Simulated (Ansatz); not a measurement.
## TiSi2: relaxation of cell and atoms with PBE

The system is TiSi2.

```
Ti Si
1.0
    -1.47287    1.71213    4.21208
     1.47287   -1.71213    4.21208
     1.47287    1.71213   -4.21208
Ti Si
1 2
Direct
  0.00000 0.00000 0.00000
  0.67008 0.67008 0.00000
  0.32992 0.32992 0.00000
```

The cell comes from a database or a generator and needn't be the stable form of this composition.

| Property | Result |
| --- | --- |
| Program | Ansatz 0.2.0 |
| Task | relaxation of cell and atoms |
| Functional | PBE |
| Potentials or basis | Ansatz PAW |
| Cutoff | 420 eV (not typed: the program's choice for these potentials) |
| k mesh | 12 × 12 × 12 |
| Occupations | fermi-dirac, width 0.05 eV |
| Spin | no spin polarisation |

The relaxed volume is 14.20 Å³/atom. The relaxed cell is a = 4.773 Å, b = 4.773 Å, c = 4.773 Å, α = 143.88°, β = 137.97°, γ = 56.60°. The space group after relaxing (to 0.05 Å) is Immm (No. 71), the energy gained by relaxing is 0.2 meV/atom and the ionic steps are 4. The pressure after relaxing is 0.0 GPa, the largest force after relaxing is 0.008 eV/Å and the band gap on the k mesh is none (metal or under the smearing width).

Forces on the atoms (eV/Å):
```
Ti   0.000  0.000  0.000
Si   0.000  0.000 -0.008
Si   0.000  0.000  0.008
```

Step by step:
```
step  energy change (eV)  largest force (eV/Å)  volume (Å³)
   1              0.0000                0.0148        42.49
   2             -0.0006                0.0126        42.59
   3             -0.0006                0.0076        42.59
   4             -0.0006                0.0076        42.59
```

Final structure:
```
Ti Si
1.0
    -1.47990    1.71185    4.20257
     1.47990   -1.71185    4.20257
     1.47990    1.71185   -4.20257
Ti Si
1 2
Direct
  0.00000 0.00000 0.00000
  0.66988 0.66988 0.00000
  0.33012 0.33012 0.00000
```

Levels at points of the mesh, in eV from the Fermi level:
| k point | band 8 | band 9 | band 10 | band 11 | band 12 | band 13 |
| --- | --- | --- | --- | --- | --- | --- |
| (0.00, 0.00, 0.00) | -2.11 | -0.61 | 0.70 | 2.09 | 2.39 | 3.14 |
| (0.00, 0.00, -0.50) | -4.68 | -2.88 | -1.27 | -0.66 | 2.76 | 2.91 |
| (0.00, -0.50, 0.00) | -3.37 | -0.92 | -0.42 | 0.99 | 2.79 | 3.38 |
| (0.00, -0.50, -0.50) | -3.71 | -0.66 | 0.91 | 2.02 | 2.59 | 3.55 |
| (-0.50, -0.50, -0.50) | -1.23 | -0.34 | 0.49 | 1.95 | 2.36 | 2.44 |

Wall time 23 s on 2 threads of Intel(R) Xeon(R) Platinum 8259CL CPU @ 2.50GHz (Skylake/Cascade Lake), with other jobs on the host, peak memory 0.52 GiB.

Caveat: the plane-wave basis is chosen anew once the cell has moved, so the energies of steps on either side of that aren't comparable.
